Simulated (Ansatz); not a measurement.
TiO, 2 atoms in the cell. It takes space group F-43m (No. 216, cubic). The conventional cell has a = 4.939 Å, b = 4.939 Å, c = 4.939 Å, α = 90.00°, β = 90.00°, γ = 90.00°. Around Ti (site symmetry -43m) lie 4 O at 2.14 Å. O (site symmetry -43m) has 4 Ti at 2.14 Å as nearest neighbours. The cell comes from a database or a generator and needn't be the stable form of this composition.

| Property | Result |
| --- | --- |
| Program | Ansatz 0.2.0 |
| Task | band structure |
| Functional | HSEsol |
| Potentials or basis | Ansatz PAW |
| Cutoff | 420 eV (not typed: the program's choice for these potentials) |
| k mesh | 5 × 5 × 5 |
| Occupations | fermi-dirac, width 0.05 eV |
| Spin | no spin polarisation |
| Path | [["G", "X", "W", "K", "G", "L", "U", "W", "L", "K"], ["U", "X"]] |
| Points for each segment of the path | 4 |

Hardware: 1 × NVIDIA H100 80GB HBM3 with 2 threads of AMD EPYC 7R13 Processor (Zen 3) (shared host).

Task: How long does it take, and how much memory?

Result: It took 42 s on 1 × NVIDIA H100 80GB HBM3 with 2 threads of AMD EPYC 7R13 Processor (Zen 3), on a shared host, peak memory 1.6 GiB. Counts: scf iterations 35, plane waves 609, k points 10, bands 15.
